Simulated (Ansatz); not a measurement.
# Fe (sc type): the cost of one run

Method: DFT, PBE, PAW with Ansatz's default frozen-core files, scalar-relativistic, in Ansatz 0.2.0.

2 further runs of the same task are left out: 2 that didn't finish.

## 1. Starting point

The structure is cubic, space group Pm-3m (No. 221). The conventional cell has a = 2.307 Å, b = 2.307 Å, c = 2.307 Å, α = 90.00°, β = 90.00°, γ = 90.00°. Fe (site symmetry m-3m) is surrounded by 6 Fe at 2.31 Å.

As a file:

```cif
data_structure
_symmetry_space_group_name_H-M 'P 1'
_symmetry_Int_Tables_number 1
_cell_length_a 2.3067
_cell_length_b 2.3067
_cell_length_c 2.3067
_cell_angle_alpha 90.000
_cell_angle_beta 90.000
_cell_angle_gamma 90.000
_cell_volume 12.27
loop_
_atom_site_label
_atom_site_type_symbol
_atom_site_fract_x
_atom_site_fract_y
_atom_site_fract_z
_atom_site_occupancy
Fe1 Fe 0.00000 0.00000 0.00000 1
```

Whether this phase is the stable one at these pressures isn't tested.

## 2. Cell relaxed at zero pressure, PAW

File input.yaml:

```yaml
crystal:
  lattice:
    - [2.3066674834, 0.0, 0.0]
    - [0.0, 2.3066674834, 0.0]
    - [0.0, 0.0, 2.3066674834]
  atoms:
    - { symbol: Fe, position: [0.0, 0.0, 0.0], spin: 2.5 }
magnetization:
  spin_polarized: true
kpoints:
  mp_grid: { grid: [18, 18, 18] }
scf:
  occupations: { method: fermi_dirac, width: 0.1 }
hamiltonian:
  xc: pbe
  pseudopotentials: { kind: paw }
output:
  forces: true
  stress: true
relax:
  f_tol: 0.005
  max_steps: 40
  cell: {}
```

Started as:

```console
$ ansatz run input.yaml --threads 1 --pin off --max-ram 3072MiB --backend cpu --events-out ev --progress --plain --runs-dir out
```

Q: Estimate wall time and peak memory on 1 thread of Arm Neoverse V2, shared host.

About 30 s, with a peak of 0.33 GiB.
